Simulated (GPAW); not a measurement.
Here is a GPAW 26.7.0 calculation.

File run.py:

```python
from ase.dft.bandgap import bandgap
from ase.io import read, write
from ase.units import GPa
from gpaw import GPAW, PW

atoms = read('Cu.xyz')

calc = GPAW(mode=PW(600),
            xc='PBE',
            kpts={'size': (13, 13, 13), 'gamma': True},
            occupations={'name': 'fermi-dirac', 'width': 0.05},
            nbands=14,
            convergence={'density': 1e-05, 'energy': 1e-05},
            maxiter=150,
            txt='gpaw.txt')
atoms.calc = calc
energy = atoms.get_potential_energy()
forces = atoms.get_forces()
stress = atoms.get_stress()
calc.write('gs.gpw')
write('result.traj', atoms)
print(f'Energy: {energy:.6f} eV')
print('Forces (eV/A):')
print(forces.round(4))
print('Stress (GPa):', (stress / GPa).round(3))
print('Fermi level:', round(calc.get_fermi_level(), 4), 'eV')
print(f'Gap: {bandgap(calc)[0]:.4f} eV, direct: {bandgap(calc, direct=True)[0]:.4f} eV')
```

Cu.xyz

```xyz
1
Lattice="-1.4427933200 1.4427933200 1.3760814500 1.4427933200 -1.4427933200 1.3760814500 1.4427933200 1.4427933200 -1.3760814500" Properties=species:S:1:pos:R:3 pbc="T T T"
Cu     0.0000000000      0.0000000000      0.0000000000
```

Potentials or basis: GPAW PAW data sets (gpaw-data 1.2.1), pw.

The run is started by

```console
$ OMP_NUM_THREADS=1 python run.py
```

**Question.** Predict the pressure.

**Answer.** 8.9 GPa.

**Question.** Predict the band gap on the k mesh.

**Answer.** None (metal or under the smearing width).

Caveat: with this Cu data set, volumes or pressures lay over 1.5 % or 2 GPa off other programs in two to four cells of ten.
